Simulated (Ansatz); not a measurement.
# HgTe (Coloradoite) under changes of volume

One of the cells (33.215 Å³/atom); the others are scaled copies at fixed shape and fractional positions:

```
CELL_PARAMETERS angstrom
0.00000 3.21450 3.21450
3.21450 0.00000 3.21450
3.21450 3.21450 0.00000
ATOMIC_POSITIONS crystal
Hg 0.00000 0.00000 0.00000
Te 0.75000 0.75000 0.75000
```

* Program: Ansatz 0.2.0
* Functional: PBE
* Potentials or basis: Ansatz PAW earlier set
* Cutoff: 690 eV (not typed: the program's choice for these potentials)
* k mesh: 7 × 7 × 7
* Occupations: fermi-dirac, width 0.05 eV
* Spin: no spin polarisation

```csv
volume (Å³/atom),energy over the lowest point (meV/atom),pressure (GPa)
31.223,?,?
31.887,86.17,7.1
32.551,59.51,5.8
33.215,38.09,4.6
33.880,21.36,3.5
34.544,8.81,2.6
35.208,0.00,1.7
```

Problem. What does the run at 31.223 Å³/atom give?

Solution. Energy over the lowest point 118.70 meV/atom; pressure 8.6 GPa.

Worked out: A Birch-Murnaghan fit of order 3 (a polynomial in V^(-2/3)) to the other rows has no minimum within the range. It gives 118.74 meV/atom at 31.223 Å³/atom, against the run's 118.70, and -dE/dV = 8.6 GPa, against 8.6.

Energies are extrapolated to zero smearing.
